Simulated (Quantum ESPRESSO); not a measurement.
# Pd (Fm-3m) in Quantum ESPRESSO: a series of runs, part 3 of 4

Quantum ESPRESSO 7.5.

## (4) Phonons, PBE, target pressure 10 GPa, at which the enthalpy is minimised

Input file pw.in:

```
&CONTROL
  calculation = 'scf'
  prefix = 'pwscf'
  outdir = './tmp'
  pseudo_dir = './pseudo'
  tprnfor = .true.
  tstress = .true.
  disk_io = 'low'
/
&SYSTEM
  ibrav = 0
  A = 2.7527667
  nat = 1
  ntyp = 1
  ecutwfc = 82
  nbnd = 15
  occupations = 'smearing'
  smearing = 'mv'
  degauss = 0.01469973
/
&ELECTRONS
  conv_thr = 2d-10
  electron_maxstep = 120
  mixing_beta = 0.5
/
ATOMIC_SPECIES
Pd   106.4200 Pd.upf
CELL_PARAMETERS alat
   0.0000000000    0.7071067810    0.7071067810
   0.7071067810    0.0000000000    0.7071067810
   0.7071067810    0.7071067810    0.0000000000
ATOMIC_POSITIONS alat
Pd     0.0000000000    0.0000000000    0.0000000000
K_POINTS automatic
10 10 10 0 0 0
```

Input file relax.in:

```
&CONTROL
  calculation = 'vc-relax'
  prefix = 'pwscf'
  outdir = './tmp'
  pseudo_dir = './pseudo'
  tprnfor = .true.
  tstress = .true.
  disk_io = 'low'
  nstep = 40
  forc_conv_thr = 0.0001
  etot_conv_thr = 1d-06
/
&SYSTEM
  ibrav = 0
  A = 2.7527667
  nat = 1
  ntyp = 1
  ecutwfc = 82
  nbnd = 15
  occupations = 'smearing'
  smearing = 'mv'
  degauss = 0.01469973
/
&ELECTRONS
  conv_thr = 2d-10
  electron_maxstep = 120
  mixing_beta = 0.5
/
&IONS
  ion_dynamics = 'bfgs'
/
&CELL
  cell_dynamics = 'bfgs'
  press = 100
  press_conv_thr = 0.2
/
ATOMIC_SPECIES
Pd   106.4200 Pd.upf
CELL_PARAMETERS alat
   0.0000000000    0.7071067810    0.7071067810
   0.7071067810    0.0000000000    0.7071067810
   0.7071067810    0.7071067810    0.0000000000
ATOMIC_POSITIONS alat
Pd     0.0000000000    0.0000000000    0.0000000000
K_POINTS automatic
10 10 10 0 0 0
```

Input file scf2.in:

```
&CONTROL
  calculation = 'scf'
  prefix = 'pwscf'
  outdir = './tmp'
  pseudo_dir = './pseudo'
  tprnfor = .true.
  tstress = .true.
  disk_io = 'low'
/
&SYSTEM
  ibrav = 0
  A = 2.73881077
  nat = 1
  ntyp = 1
  ecutwfc = 82
  nbnd = 15
  occupations = 'smearing'
  smearing = 'mv'
  degauss = 0.01469973
/
&ELECTRONS
  conv_thr = 1d-13
  electron_maxstep = 120
  mixing_beta = 0.5
  startingpot = 'file'
  startingwfc = 'file'
/
ATOMIC_SPECIES
Pd   106.4200 Pd.upf
CELL_PARAMETERS alat
   0.0000000000    0.7071067803    0.7071067803
   0.7071067803    0.0000000000    0.7071067803
   0.7071067803    0.7071067803    0.0000000000
ATOMIC_POSITIONS alat
Pd     0.0000000000    0.0000000000    0.0000000000
K_POINTS automatic
10 10 10 0 0 0
```

Input file ph.in:

```
phonons of Pd
&INPUTPH
  prefix = 'pwscf'
  outdir = './tmp'
  tr2_ph = 1d-18
  fildyn = 'dyn'
  niter_ph = 90
  alpha_mix(1) = 0.4
/
-0.0000000000 0.7071067812 0.0000000000
```

Potentials or basis: Ansatz NC SR PBE.

Started as:

```bash
OMP_NUM_THREADS=1 pw.x -in pw.in > pw.out
OMP_NUM_THREADS=1 pw.x -in relax.in > relax.out
OMP_NUM_THREADS=1 pw.x -in scf2.in > scf2.out
OMP_NUM_THREADS=1 ph.x -in ph.in > ph.out
```

pw.out:

```text
[... set-up lines left out ...]
     Self-consistent Calculation

     iteration #  1     ecut=    82.00 Ry     beta= 0.50
     Davidson diagonalization with overlap
     ethr =  1.00E-02,  avg # of iterations =  4.4

     total energy              =    -270.82470234 Ry
     estimated scf accuracy    <       0.24263418 Ry

     iteration #  2     ecut=    82.00 Ry     beta= 0.50
     Davidson diagonalization with overlap
     ethr =  1.35E-03,  avg # of iterations =  2.1

     total energy              =    -270.88693159 Ry
     estimated scf accuracy    <       0.03685154 Ry

     iteration #  3     ecut=    82.00 Ry     beta= 0.50
     Davidson diagonalization with overlap
     ethr =  2.05E-04,  avg # of iterations =  1.9

     total energy              =    -270.89413015 Ry
     estimated scf accuracy    <       0.00154140 Ry

     iteration #  4     ecut=    82.00 Ry     beta= 0.50
     Davidson diagonalization with overlap
     ethr =  8.56E-06,  avg # of iterations =  2.9

     total energy              =    -270.89435127 Ry
     estimated scf accuracy    <       0.00002740 Ry

     iteration #  5     ecut=    82.00 Ry     beta= 0.50
     Davidson diagonalization with overlap
     ethr =  1.52E-07,  avg # of iterations =  2.2

     total energy              =    -270.89434382 Ry
     estimated scf accuracy    <       0.00001501 Ry

     iteration #  6     ecut=    82.00 Ry     beta= 0.50
     Davidson diagonalization with overlap
     ethr =  8.34E-08,  avg # of iterations =  2.0

     total energy              =    -270.89434610 Ry
     estimated scf accuracy    <       0.00000199 Ry

     iteration #  7     ecut=    82.00 Ry     beta= 0.50
     Davidson diagonalization with overlap
     ethr =  1.11E-08,  avg # of iterations =  1.5

     total energy              =    -270.89434639 Ry
     estimated scf accuracy    <          7.2E-09 Ry

     iteration #  8     ecut=    82.00 Ry     beta= 0.50
     Davidson diagonalization with overlap
     ethr =  3.98E-11,  avg # of iterations =  2.8

     total energy              =    -270.89434640 Ry
     estimated scf accuracy    <          1.5E-09 Ry

     iteration #  9     ecut=    82.00 Ry     beta= 0.50
     Davidson diagonalization with overlap
     ethr =  8.20E-12,  avg # of iterations =  1.0

     End of self-consistent calculation

          k = 0.0000 0.0000 0.0000 (  1243 PWs)   bands (ev):

   -64.2842 -29.7869 -29.7869 -29.7869  12.6712  16.9843  16.9843  16.9843
    18.5988  18.5988  36.8429  41.5619  41.5619  41.5619  47.0939

          k = 0.0707 0.0707-0.0707 (  1249 PWs)   bands (ev):

   -64.2790 -29.8270 -29.7926 -29.7926  13.0288  16.8656  17.1026  17.1026
    18.5472  18.5472  37.1838  39.6712  41.9758  41.9758  47.5000

          k = 0.1414 0.1414-0.1414 (  1266 PWs)   bands (ev):

   -64.2653 -29.9313 -29.8074 -29.8074  13.9294  16.7498  17.2830  17.2830
    18.5808  18.5808  36.0450  38.0703  42.9759  42.9759  45.5980

          k = 0.2121 0.2121-0.2121 (  1254 PWs)   bands (ev):

   -64.2484 -30.0588 -29.8257 -29.8257  14.5835  17.2044  17.2044  17.5236
    19.0099  19.0099  32.4931  37.4932  43.0116  43.0116  45.6976

          k = 0.2828 0.2828-0.2828 (  1251 PWs)   bands (ev):

   -64.2347 -30.1608 -29.8405 -29.8405  14.5829  17.0177  17.0177  19.4700
    19.5615  19.5615  29.0024  36.5961  41.4502  41.4502  46.5567

          k =-0.3536-0.3536 0.3536 (  1224 PWs)   bands (ev):

   -64.2295 -30.1995 -29.8462 -29.8462  14.5199  16.9360  16.9360  19.8053
    19.8053  20.8296  27.1472  36.2377  40.7701  40.7701  47.0025

          k = 0.1414-0.0000 0.0000 (  1255 PWs)   bands (ev):

   -64.2772 -29.8257 -29.8017 -29.8017  13.1486  16.7255  17.2033  17.2033
    18.3368  18.7028  37.3631  40.2623  41.2396  41.2396  48.4547

          k = 0.2121 0.0707-0.0707 (  1264 PWs)   bands (ev):

   -64.2664 -29.9032 -29.8194 -29.8129  13.8897  16.4778  17.4028  17.4409
    18.2271  18.8247  37.2786  38.3224  40.9369  42.0280  46.3981

          k = 0.2828 0.1414-0.1414 (  1255 PWs)   bands (ev):

   -64.2506 -30.0193 -29.8387 -29.8312  14.7240  16.6338  17.2054  17.4788
    18.8975  19.1813  33.9090  37.9596  40.5165  42.5041  45.8880

          k = 0.3536 0.2121-0.2121 (  1249 PWs)   bands (ev):
[... 74 lines left out ...]
          k =-0.1414-0.5657 0.5657 (  1241 PWs)   bands (ev):

   -64.2177 -30.1283 -29.9667 -29.9086  15.0423  15.5452  17.9455  18.6788
    19.9276  23.6685  29.9616  33.3072  35.5219  40.1799  46.1881

          k =-0.0707-0.4950 0.4950 (  1242 PWs)   bands (ev):

   -64.2156 -30.1086 -30.0210 -29.8957  15.3090  16.0197  17.4008  18.4499
    19.5940  26.3800  27.3995  31.8672  36.8499  39.6242  48.6764

          k =-0.0000-0.4243 0.4243 (  1238 PWs)   bands (ev):

   -64.2201 -30.0860 -30.0250 -29.8720  15.7409  16.5028  16.7402  18.1837
    19.0405  24.2505  30.3374  31.2463  39.0674  39.2164  46.8631

          k = 0.5657-0.0000 0.0000 (  1246 PWs)   bands (ev):

   -64.2185 -30.1415 -29.9267 -29.9267  14.6401  14.8962  19.6544  19.6938
    19.6938  21.3140  32.9928  33.9601  33.9601  41.0297  41.2741

          k =-0.0707-0.6364 0.6364 (  1242 PWs)   bands (ev):

   -64.2132 -30.1584 -29.9538 -29.9323  14.6243  14.9071  19.3139  19.4951
    20.0125  23.4869  31.2204  32.0740  33.7083  41.0665  42.8959

          k = 0.0000-0.5657 0.5657 (  1248 PWs)   bands (ev):

   -64.2121 -30.1334 -30.0025 -29.9205  14.8885  15.3420  18.3536  19.1365
    19.8260  25.9013  29.1795  30.6655  34.7983  40.5155  46.1548

          k =-0.7071 0.0000 0.0000 (  1234 PWs)   bands (ev):

   -64.2115 -30.1772 -29.9413 -29.9413  14.4222  14.7118  19.7762  20.1215
    20.1215  23.1675  30.5914  33.0018  33.0018  41.3748  41.4231

          k = 0.2828 0.1414 0.0000 (  1265 PWs)   bands (ev):

   -64.2545 -29.9700 -29.8581 -29.8233  14.6866  16.1884  17.2971  17.8356
    18.2353  19.3017  36.3461  37.0860  40.8550  40.8937  46.2339

          k = 0.3536 0.2121-0.0707 (  1257 PWs)   bands (ev):

   -64.2398 -30.0592 -29.8936 -29.8411  15.3044  16.3890  16.9102  17.8771
    18.8000  20.4243  33.0238  36.2888  38.9887  42.0362  45.3622

          k =-0.2828-0.4243 0.5657 (  1245 PWs)   bands (ev):

   -64.2278 -30.1340 -29.9143 -29.8602  15.2323  16.5508  17.2803  17.7194
    19.4722  22.1896  29.3759  36.0241  37.6752  41.0805  46.1321

          k =-0.2121-0.3536 0.4950 (  1236 PWs)   bands (ev):

   -64.2233 -30.1628 -29.9206 -29.8687  15.1685  16.4185  17.5470  17.8037
    19.7015  23.7481  27.1467  36.0695  37.1470  40.3140  46.7334

          k = 0.4243 0.1414-0.0000 (  1260 PWs)   bands (ev):

   -64.2342 -30.0636 -29.9083 -29.8749  15.3463  15.6015  17.3772  18.7482
    18.9677  20.4743  34.5524  35.1086  37.1169  41.3223  44.1017

          k =-0.2121-0.4950 0.6364 (  1245 PWs)   bands (ev):

   -64.2234 -30.1094 -29.9494 -29.8921  15.3896  15.8547  17.1463  18.5742
    19.5556  22.5803  31.0630  34.5937  35.3907  41.6005  45.5393

          k =-0.1414-0.4243 0.5657 (  1244 PWs)   bands (ev):

   -64.2177 -30.1241 -29.9842 -29.8969  15.5087  16.0573  17.1105  18.2580
    19.7235  25.2182  27.7965  33.9012  35.1750  41.1780  46.6257

          k =-0.0707-0.3536 0.4950 (  1244 PWs)   bands (ev):

   -64.2194 -30.1091 -29.9964 -29.8836  15.8301  16.1120  16.8550  18.1933
    19.3886  24.4626  29.0240  32.8815  36.3705  41.5712  45.7772

          k = 0.0000-0.2828 0.4243 (  1244 PWs)   bands (ev):

   -64.2279 -30.0870 -29.9606 -29.8608  16.1062  16.1274  16.4380  18.3506
    18.7769  22.2436  32.4806  32.7836  37.6819  43.0687  43.8440

          k =-0.1414-0.5657 0.7071 (  1239 PWs)   bands (ev):

   -64.2178 -30.1309 -29.9487 -29.9230  14.9545  15.1567  18.3045  19.4291
    19.6889  22.8242  32.6221  33.0214  33.3365  41.8523  43.3029

          k =-0.0707-0.4950 0.6364 (  1245 PWs)   bands (ev):

   -64.2132 -30.1235 -29.9962 -29.9271  15.1072  15.4810  17.8080  18.9675
    19.9347  25.5056  29.7134  31.5488  33.4883  41.9229  46.1278

          k = 0.0000-0.4243 0.5657 (  1252 PWs)   bands (ev):

   -64.2138 -30.0767 -30.0548 -29.9104  15.4607  16.0218  17.0872  18.5546
    19.6889  26.9313  28.2700  30.7262  34.8387  41.7040  46.9707

          k =-0.7071 0.1414 0.0000 (  1250 PWs)   bands (ev):

   -64.2115 -30.1550 -29.9641 -29.9424  14.7223  14.9939  18.8795  19.4102
    20.1222  24.7375  30.4808  32.1478  32.2787  42.0539  43.4150

          k =-0.1414-0.4243 0.7071 (  1231 PWs)   bands (ev):

   -64.2160 -30.1004 -30.0062 -29.9147  15.6295  15.9167  16.8157  18.7036
    19.6790  24.9182  30.8461  31.3329  33.7774  43.9630  44.4329

          k =-0.0707-0.3536 0.6364 (  1236 PWs)   bands (ev):

   -64.2132 -30.0818 -30.0398 -29.9267  15.6207  16.2352  16.5890  18.4811
    19.9116  27.5323  27.9238  31.7885  32.6559  43.7886  45.4681

          k =-0.7071 0.2828 0.0000 (  1234 PWs)   bands (ev):

   -64.2115 -30.0964 -30.0235 -29.9442  15.3512  15.8275  17.1673  18.6624
    20.1234  27.3742  30.0311  30.2583  31.5191  43.9404  46.7448

     the Fermi energy is    19.8396 ev

!    total energy              =    -270.89434640 Ry
     estimated scf accuracy    <          2.0E-10 Ry
     smearing contrib. (-TS)   =       0.00038521 Ry
     internal energy E=F+TS    =    -270.89473161 Ry

     The total energy is F=E-TS. E is the sum of the following terms:
     one-electron contribution =     -78.28372810 Ry
     hartree contribution      =      51.65597911 Ry
     xc contribution           =     -42.34294820 Ry
     ewald contribution        =    -201.92403442 Ry

     convergence has been achieved in   9 iterations

     Forces acting on atoms (cartesian axes, Ry/au):

     atom    1 type  1   force =     0.00000000    0.00000000    0.00000000

     Total force =     0.000000     Total SCF correction =     0.000000

     Computing stress (Cartesian axis) and pressure

          total   stress  (Ry/bohr**3)                   (kbar)     P=       66.75
   0.00045373   0.00000000   0.00000000           66.75        0.00        0.00
   0.00000000   0.00045373  -0.00000000            0.00       66.75       -0.00
   0.00000000  -0.00000000   0.00045373            0.00       -0.00       66.75

=------------------------------------------------------------------------------=
   JOB DONE.
=------------------------------------------------------------------------------=
```

It took 4.2 min on 1 thread of Arm Neoverse V2, shared host; peak memory 0.09 GiB.

Results:

```yaml
Free_energy: -3685.6937 eV
Relaxed_volume: 14.53 Å³/atom
Relaxed_cell: a = 2.739 Å, b = 2.739 Å, c = 2.739 Å, α = 60.00°, β = 60.00°, γ = 60.00°
Space_group_after_relaxing_to_0.05_Å: Fm-3m (No. 225)
Pressure_after_relaxing: 10.0 GPa
Band_gap_on_the_k_mesh: none (metal or under the smearing width)
Highest_phonon_frequency_at_the_q_point_run: 242 cm⁻¹
```

Step by step:
| step | energy change (eV) | largest force (eV/Å) | pressure (GPa) | volume (Å³) |
| --- | --- | --- | --- | --- |
| 1 | 0.0000 | 0.0000 | 6.67 | 14.75 |
| 2 | 0.0132 | 0.0000 | 10.39 | 14.50 |
| 3 | 0.0116 | 0.0000 | 10.00 | 14.53 |
| 4 | 0.0116 | 0.0000 | 10.00 | 14.53 |

Final structure:
```yaml
crystal:
  lattice:
    - [0.00000, 1.93663, 1.93663]
    - [1.93663, 0.00000, 1.93663]
    - [1.93663, 1.93663, 0.00000]
  atoms:
    - { symbol: Pd, position: [0.00000, 0.00000, 0.00000] }
```

Levels at points of the mesh, in eV from the Fermi level:
```csv
k point,band 7,band 8,band 9,band 10,band 11,band 12
"(0.00, 0.00, 0.00)",-2.93,-2.93,-1.27,-1.27,17.00,21.81
"(0.00, 0.00, -0.50)",-2.98,-0.03,-0.03,0.96,7.43,16.40
"(0.00, -0.50, -0.50)",-0.06,0.29,0.29,3.33,10.91,13.24
```

Phonon frequencies in cm⁻¹ (negative: imaginary):
```csv
q point,frequencies
"(0.500, 0.000, 0.500)",173 173 242
```

Phonon modes at q = (0.500, 0.000, 0.500) in reciprocal lattice units:
| mode | symmetry | cm⁻¹ |
| --- | --- | --- |
| 1 | E_u | 173 |
| 2 | E_u | 173 |
| 3 | A_2u | 242 |

Caveat: the mesh is thin for the phonons of a metal; the cell is more than 3 GPa from zero pressure, which shifts response properties.

(Part 3 of 4 ends here.)
